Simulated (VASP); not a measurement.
# TiS2 in VASP: a series of runs

Aim: see how the results for TiS2 move with the level of theory and the settings. Levels: PBEsol, HSE06. Tasks: work function.

Everything below comes from runs of VASP 6.6.1. Logs are shortened: lines on timing, memory, paths and dates and some standing lists are left out, and cuts for length are marked.

## (1) Starting point

The cell holds a sheet with vacuum, 3 atoms: a = 3.337 Å, b = 3.337 Å, c = 18.860 Å, α = 90.00°, β = 90.00°, γ = 120.00°.

The cell was built by a generator and needn't be a form met in nature.

## (2) Work function, PBEsol

File INCAR:

```
  ALGO = Normal
  DIPOL = 0.5 0.5 0.500
  EDIFF = 1E-6
  ENCUT = 520
  GGA = PS
  IDIPOL = 3
  ISIF = 2
  ISMEAR = 0
  KPAR = 4
  LASPH = True
  LCHARG = True
  LDIPOL = True
  LREAL = False
  LVACPOTAV = True
  LVHAR = True
  LWAVE = False
  NELM = 100
  PREC = Accurate
  SIGMA = 0.08
```

File KPOINTS:

```
k-points
0
Gamma
  12 12 1
```

File POSCAR:

```
TiS2                                    
1.0
    3.3367441818      0.0000000000      0.0000000000
   -1.6683720909      2.8897052246      0.0000000000
    0.0000000000      0.0000000000     18.8600000000
  S               Ti            
     2     1
Direct
     0.3333330000000032    0.6666669999999968    0.4243324054752753
     0.6666669999999968    0.3333330000000032    0.5756675945247247
     0.0000000000000000    0.0000000000000000    0.5000000000000000
```

Potentials or basis: VASP PAW PBE potentials, release 64 (S, Ti_sv).

Launch:

```bash
> cat potpaw_PBE.64/S/POTCAR potpaw_PBE.64/Ti_sv/POTCAR > POTCAR
> mpirun -np 4 vasp_std > vasp.out
```

OUTCAR:

```text
EDIFF = 1E-6
   ENCUT = 520
   GGA = PS
   ISIF = 2
   ISMEAR = 0
   LASPH = True
   LREAL = False
   NELM = 100
   PREC = Accurate

 ion  position               nearest neighbor table
   1  0.333  0.667  0.424-   3 2.40   3 2.40   3 2.40
   2  0.667  0.333  0.576-   3 2.40   3 2.40   3 2.40
   3  0.000  0.000  0.500-   1 2.40   2 2.40   1 2.40   2 2.40   2 2.40   1 2.40

  LATTYP: Found a hexagonal cell.
 ALAT       =     3.3367441818
 C/A-ratio  =     5.6522163440

  Lattice vectors:

 A1 = (   3.3367441818,   0.0000000000,   0.0000000000)
 A2 = (  -1.6683720909,   2.8897052246,   0.0000000000)
 A3 = (   0.0000000000,   0.0000000000,  18.8600000000)

Analysis of symmetry for initial positions (statically):
=====================================================================
 Subroutine PRICEL returns:
 Original cell was already a primitive cell.

 Routine SETGRP: Setting up the symmetry group for a
 hexagonal supercell.

 Subroutine GETGRP returns: Found 12 space group operations
 (whereof 12 operations were pure point group operations)
 out of a pool of 24 trial point group operations.

The static configuration has the point symmetry D_3d.

Analysis of symmetry for dynamics (positions and initial velocities):
=====================================================================
 Subroutine PRICEL returns:
 Original cell was already a primitive cell.

 Routine SETGRP: Setting up the symmetry group for a
 hexagonal supercell.

 Subroutine GETGRP returns: Found 12 space group operations
 (whereof 12 operations were pure point group operations)
 out of a pool of 24 trial point group operations.

The dynamic configuration has the point symmetry D_3d.

 Subroutine INISYM returns: Found 12 space group operations
 (whereof 12 operations are pure point group operations),
 and found     1 'primitive' translations

----------------------------------------------------------------------------------------

                                     Primitive cell

  volume of cell :     181.8520

  direct lattice vectors                    reciprocal lattice vectors
     3.336744182  0.000000000  0.000000000     0.299693337  0.173028029  0.000000000
    -1.668372091  2.889705225  0.000000000     0.000000000  0.346056058  0.000000000
     0.000000000  0.000000000 18.860000000     0.000000000  0.000000000  0.053022269

  length of vectors
[... 73 lines left out ...]
   LNONCOLLINEAR =      F non collinear calculations
   LSORBIT =      F    spin-orbit coupling
   LASPH  =      T    aspherical Exc in radial PAW
   ENCUT  =  520.0 eV  38.22 Ry    6.18 a.u.   6.20  6.20 35.07*2*pi/ulx,y,z
   NELM   =    100;   NELMIN=  2; NELMDL= -5     # of ELM steps
   EDIFF  = 0.1E-05   stopping-criterion for ELM
[... 8 lines left out ...]
   TEBEG  =    0.0;   TEEND  =   0.0 temperature during run
   PSTRESS=    0.0 pullay stress
   NELECT =      24.0000    total number of electrons
   NUPDOWN=      -1.0000    fix difference up-down
   EMIN   =  10.00;   EMAX   =-10.00  energy-range for DOS
   EFERMI =   0.00;   METHOD = LEGACY
   ISMEAR =     0;   SIGMA  =   0.08  broadening in eV -4-tet -1-fermi 0-gaus
   EFERMI_NEDOS =   21; number of points for ismear=-14 and -15
   IALGO  =     38    algorithm
   IMIX   =      4    mixing-type and parameters
     AMIX     =   0.40;   BMIX     =  1.00
     AMIX_MAG =   1.60;   BMIX_MAG =  1.00
  volume/ion in A,a.u.               =      60.62       409.07
  Fermi-wavevector in a.u.,A,eV,Ry     =   0.833500  1.575088  9.452281  0.694723
  Thomas-Fermi vector in A             =   1.946735
   LORBIT       =      0    0 simple, 1 ext, 2 COOP (PROOUT), +10 PAW based schemes
   GGA     = PS    functional components
   LHFCALC =     F    Hartree Fock is set to
   AEXX    =    0.0000 exact exchange contribution
   IVDW    =     0    specifies the selected vdW correction
   LEPSILON=     F    determine dielectric tensor
   LRPA    =     F    only Hartree local field effects (RPA)
 non-spin polarized calculation
 Gauss-broadening in eV      SIGMA  =   0.08
  energy-cutoff  :      520.00
  volume of cell :      181.85
 maximum number of plane-waves:      4919
 NGX is ok and might be reduce to    28
   NGX = 13   NGY = 13   NGZ = 71

 number of electron      24.0000003 magnetization

 dipolmoment           0.000000      0.000000     -0.000000 electrons x Angstroem

 Free energy of the ion-electron system (eV)
  ---------------------------------------------------
  ext. energy  EPLUGINS =         0.00000000
  ---------------------------------------------------
  free energy    TOTEN  =       -21.07366570 eV

  energy without entropy =      -21.07174371  energy(sigma->0) =      -21.07270470

 E-fermi :  -2.2656     XC(G=0):  -3.6697

 val. band max:       -2.5063541185   @ k =   0.0833   0.0000   0.0000
 cond. band min:      -2.2518561726   @ k =   0.5000   0.0000   0.0000
 fundamental gap:      0.2544979458
 Fermi energy:        -2.2655833921

 k-point     1 :       0.0000    0.0000    0.0000
  band No.  band energies     occupation
      1     -59.5194      2.00000
      2     -35.8724      2.00000
      3     -35.8017      2.00000
      4     -35.8017      2.00000
      5     -15.9618      2.00000
      6     -14.7017      2.00000
[... 338 lines left out ...]
      3     -35.9175      2.00000
      4     -35.8338      2.00000
      5     -14.0706      2.00000
      6     -14.0706      2.00000
[... 8 lines left out ...]
     15      -0.4940      0.00000
     16       1.2103      0.00000

------------------------ aborting loop because EDIFF is reached ----------------------------------------

  FORCE on cell =-STRESS in cart. coord.  units (eV):
  Direction    XX          YY          ZZ          XY          YZ          ZX
  --------------------------------------------------------------------------------------
  -------------------------------------------------------------------------------------
  Total        0.3354563      0.3354563      0.0927358     -0.0000000     -0.0000000      0.0000000
  in kB        2.9554822      2.9554822      0.8170334     -0.0000000     -0.0000000      0.0000000
  external PRESSURE =       2.2426659 kB  Pullay stress =       0.0000000 kB

 VOLUME and BASIS-vectors are now :
 -----------------------------------------------------------------------------
  energy-cutoff  :      520.00
  volume of cell :      181.85
      direct lattice vectors                 reciprocal lattice vectors
     3.336744182  0.000000000  0.000000000     0.299693337  0.173028029  0.000000000
    -1.668372091  2.889705225  0.000000000     0.000000000  0.346056058  0.000000000
     0.000000000  0.000000000 18.860000000     0.000000000  0.000000000  0.053022269

 POSITION                                       TOTAL-FORCE (eV/Angst)
 -----------------------------------------------------------------------------------
     -0.00000      1.92647      8.00291        -0.000000      0.000000     -0.040093
      1.66837      0.96323     10.85709         0.000000      0.000000      0.040093
      0.00000      0.00000      9.43000         0.000000      0.000000      0.000000
 -----------------------------------------------------------------------------------
    total drift:                               -0.000000      0.000000      0.000000

  FREE ENERGIE OF THE ION-ELECTRON SYSTEM (eV)
  ---------------------------------------------------
  free  energy   TOTEN  =       -21.0736656966 eV

  energy  without entropy=      -21.0717437091  energy(sigma->0) =      -21.07270470

 vacuum level on the upper side and lower side of the slab         3.493         3.493
```

Run time: 30 s. Hardware: 4 MPI ranks of Intel Xeon Platinum 8559C (Emerald Rapids), shared host; peak memory 0.35 GiB.

Results:

| Quantity | Value |
| --- | --- |
| Free energy | -21.0737 eV |
| Largest force | 0.040 eV/Å |
| Band gap on the k mesh | none (metal or under the smearing width) |
| Work function of the upper face | 5.76 eV |
| Work function of the lower face | 5.76 eV |

Forces in eV/Å, atoms in the order of the input:
```
S    0.000  0.000 -0.040
S    0.000  0.000  0.040
Ti   0.000  0.000  0.000
```

Levels at points of the mesh, in eV from the Fermi level:
| k point | band 8 | band 9 | band 10 | band 11 | band 12 | band 13 | band 14 | band 15 | band 16 |
| --- | --- | --- | --- | --- | --- | --- | --- | --- | --- |
| (0.00, 0.00, 0.00) | -2.68 | -2.68 | -1.52 | 0.23 | 0.23 | 0.54 | 0.54 | 1.09 | 3.88 |
| (0.50, 0.00, 0.00) | -4.22 | -2.97 | -2.70 | -1.97 | -1.26 | 0.01 | 1.71 | 2.15 | 3.87 |

Caveat: the PAW data sets were made with another functional, which shifts forces and pressure a little.

## (3) Work function, PBEsol, non-collinear spin, zero start, spin-orbit coupling

Changes to INCAR since step 2:

```diff
@@ -5,2 +5,3 @@
   GGA = PS
+  GGA_COMPAT = False
   IDIPOL = 3
@@ -12,3 +13,6 @@
   LDIPOL = True
+  LMAXMIX = 4
+  LORBIT = 11
   LREAL = False
+  LSORBIT = True
   LVACPOTAV = True
@@ -16,2 +20,3 @@
   LWAVE = False
+  MAGMOM = 0 0 0 0 0 0 0 0 0
   NELM = 100
```

KPOINTS is that of step 2.

POSCAR is that of step 2.

Potentials or basis: VASP PAW PBE potentials, release 64 (S, Ti_sv).

Launch:

```bash
> cat potpaw_PBE.64/S/POTCAR potpaw_PBE.64/Ti_sv/POTCAR > POTCAR
> mpirun -np 4 vasp_ncl > vasp.out
```

OUTCAR:

```text
EDIFF = 1E-6
   ENCUT = 520
   GGA = PS
   ISIF = 2
   ISMEAR = 0
   LASPH = True
   LORBIT = 11
   LREAL = False
   LSORBIT = True
   NELM = 100
   PREC = Accurate

 ion  position               nearest neighbor table
   1  0.333  0.667  0.424-   3 2.40   3 2.40   3 2.40
   2  0.667  0.333  0.576-   3 2.40   3 2.40   3 2.40
   3  0.000  0.000  0.500-   1 2.40   2 2.40   1 2.40   2 2.40   2 2.40   1 2.40

  LATTYP: Found a hexagonal cell.
 ALAT       =     3.3367441818
 C/A-ratio  =     5.6522163440

  Lattice vectors:

 A1 = (   3.3367441818,   0.0000000000,   0.0000000000)
 A2 = (  -1.6683720909,   2.8897052246,   0.0000000000)
[... 959 lines left out ...]
     0.0000000     0.0000000     0.0000000     0.0000000     0.0000000     0.0000000     0.0000000
     0.0000000     0.0000000     0.0000000     0.0000000     0.0000000     0.0000000     0.0000000
     0.0000000     0.0000000     0.0000000     0.0000000     0.0000000     0.0000000     0.0000000
     0.0000000     0.0000000     0.0000000     0.0000000     0.0000000     0.0000000     0.0000000
     0.0000000     0.0000000     0.0000000     0.0000000     0.0000000     0.0000000     0.0000000
     0.0000000     0.0000000     0.0000000     0.0000000     0.0000000     0.0000000     0.0000000

 total charge

# of ion       s       p       d       tot
------------------------------------------
    1        1.351   2.365   0.000   3.716
    2        1.351   2.365   0.000   3.716
    3        2.198   6.213   1.847  10.258
--------------------------------------------------
tot          4.899  10.944   1.847  17.690

 magnetization (x)

# of ion       s       p       d       tot
------------------------------------------
    1        0.000  -0.000   0.000  -0.000
    2       -0.000   0.000   0.000   0.000
    3        0.000   0.000   0.000   0.000
--------------------------------------------------
tot         -0.000   0.000   0.000  -0.000

 magnetization (y)

# of ion       s       p       d       tot
------------------------------------------
    1       -0.000   0.000   0.000  -0.000
    2       -0.000   0.000   0.000  -0.000
    3        0.000   0.000   0.000   0.000
--------------------------------------------------
tot         -0.000   0.000   0.000  -0.000

 magnetization (z)

# of ion       s       p       d       tot
------------------------------------------
    1        0.000   0.000   0.000   0.000
    2        0.000   0.000   0.000   0.000
    3        0.000   0.000   0.000   0.000
--------------------------------------------------
tot          0.000   0.000   0.000   0.000
```

It took 2.4 min on 4 MPI ranks of Intel Xeon Platinum 8559C (Emerald Rapids), shared host; peak memory 0.91 GiB.

Results:

```
Free energy                                           : -21.0811 eV
Largest force                                         : 0.040 eV/Å
Net moment                                            : 0.00 μB per cell
Valence electrons inside the program's atomic spheres : S 3.72; Ti 10.26
Work function of the upper face                       : 5.76 eV
Work function of the lower face                       : 5.76 eV
```

Forces in eV/Å, atoms in the order of the input:
```
S    0.000  0.000 -0.040
S    0.000  0.000  0.040
Ti   0.000  0.000  0.000
```

Moments on the atoms (μB; x, y, z):
```
S   0.00 0.00 0.00
S   0.00 0.00 0.00
Ti  0.00 0.00 0.00
```

Caveat: the PAW data sets were made with another functional, which shifts forces and pressure a little.

(Continued in part 2 of 2.)
